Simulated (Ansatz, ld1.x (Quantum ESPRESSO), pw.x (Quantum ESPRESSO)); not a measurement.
gold (Au): one change to the TM potential, in the atom and in the sc crystal

- Element: gold
- Generator: ld1.x (Quantum ESPRESSO) 7.5
- Type: norm-conserving Troullier–Martins (Kleinman–Bylander form)
- Functional: PBE
- Relativity: scalar-relativistic
- Frozen core: [Xe] 4f14
- Valence charge: 11
- Reference configuration: 5d10 6s1 6p0
- Partial waves: 6s (bound): rc 2.15 bohr; 6p (bound, empty): rc 3.50 bohr; 5d (bound): rc 2.20 bohr
- Local potential: all-electron potential smoothed inside 1.85 bohr (lloc = -2)
- Core correction: none

Change: local potential all-electron potential smoothed inside 3.14 bohr (lloc = -2).

Cutoffs, loose and tight: the cutoffs (Ry, on a coarse ladder) from which the occupation-weighted sum of valence levels, in a spherical-Bessel basis at the reference potential, stays within 10 and 1 mRy of its value at 400 Ry. They do not see the model core or the augmentation charge, which bear on the density cutoff. Test errors are all-electron minus pseudo excitation energies from the reference, over the configurations 5d10 6s0 6p0; 5d9 6s0 6p0; 5d8 6s0 6p0; 5d7 6s0 6p0; 5d10 6s0 6p1; 5d9 6s2 6p0; 5d9 6s1 6p1; variants that change the core or the reference have their own tests.

Crystal test: sc Au in pw.x 7.5, no spin, 12³ k-points, Fermi–Dirac smearing 0.01 Ry, cutoffs set for each file from its atomic test. The reference is all-electron LAPW (Ansatz 0.2.0) with the same functional, mesh and smearing; V0 and B0 come from Birch–Murnaghan fits to the pressures at five volumes. Errors are pseudo minus all-electron; Δ is the rms difference of the E(V) curves that follow from these fits, minima aligned, over ±6 % about the mean V0. Mesh and smearing are coarse, so the numbers serve the comparison and aren't converged zero-temperature values; the lattice is a test structure that the element need not adopt.

All-electron: a0 = 2.747 Å (V0 = 20.73 Å³/atom), B0 = 104.8 GPa.

Q: Does the change bring the crystal closer to the all-electron result?

A: The mean pressure error goes from -0.70 to -30.04 GPa, so the change moves the solid further from the all-electron pressures.

```csv
quantity,base,changed
outcome (atom),generated,generated
"cutoff, loose (atom)",40 Ry,40 Ry
"cutoff, tight (atom)",60 Ry,60 Ry
bound ghosts (atom),none,s
largest test error (meV) (atom),-36 over the solved tests; 1 of 7 tests not solved or not reliable,-429 over the solved tests; 1 of 7 tests not solved or not reliable
cutoffs in pw.x (Ry),75/300,75/300
a0 (Å),2.741,–
a0 error (%),-0.22,–
B0 error (%),+3.2,–
Δ (meV/atom),3.2,–
mean pressure error (GPa),-0.70,-30.04
```

A dash: not determined, or the minimum lies outside the volumes sampled.

Base: The largest radius (3.50 bohr) exceeds half the bond length (2.60 bohr), so the spheres overlap, which is one possible source of error among others. Atomic configuration tests: 1 of 7 tests not solved or not reliable. The logarithmic derivative shows an extra or strongly shifted pseudo pole above the reference energy (s near 0.78 Ry). Changed file: The largest radius (3.50 bohr) exceeds half the bond length (2.60 bohr), so the spheres overlap, which is one possible source of error among others. This is a poor potential for the solid. Note: ghost state, extra bound levels that the all-electron valence spectrum of the same l lacks: s at -568.6 eV. A true bound ghost makes a file unfit for plane-wave use. Atomic configuration tests: 1 of 7 tests not solved or not reliable. The atomic cutoffs weigh occupied waves only.
